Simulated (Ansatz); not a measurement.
**TePb under changes of volume**

One of the cells (33.730 Å³/atom); the others are scaled copies at fixed shape and fractional positions:

```xyz
2
Lattice="0.0000 3.2310 3.2310 3.2310 0.0000 3.2310 3.2310 3.2310 0.0000" Properties=species:S:1:pos:R:3 pbc="T T T"
Pb    0.0000    0.0000    0.0000
Te    3.2310    3.2310    3.2310
```

```yaml
Program: Ansatz 0.2.0
Functional: LDA
Potentials_or_basis: all-electron LAPW, scalar-relativistic
Cutoff: 179 eV (chosen from the basis error)
Basis_error_allowed: 0.001 eV/atom
k_mesh: 7 × 7 × 7
Occupations: methfessel-paxton, width 0.1 eV
Spin: collinear spin, random start
Starting_moments: "[0.01, 0.0] μB"
```

```csv
volume (Å³/atom),energy over the lowest point (meV/atom),pressure (GPa)
31.706,?,?
32.380,0.00,0.1
33.055,1.60,-0.9
33.730,7.07,-1.7
34.404,15.96,-2.5
35.079,27.92,-3.2
35.753,42.61,-3.8
```

What does the run at 31.706 Å³/atom give?

Energy over the lowest point 2.71 meV/atom; pressure 1.2 GPa.

Worked out: A Birch-Murnaghan fit of order 3 (a polynomial in V^(-2/3)) to the other rows has its minimum at 32.45 Å³/atom with B0 = V·E''(V) = 49 GPa and B' = 4.5. It gives 2.71 meV/atom at 31.706 Å³/atom, against the run's 2.71, and -dE/dV = 1.2 GPa, against 1.2.

Energies are extrapolated to zero smearing.

Caveats: the starting moments weren't kept.
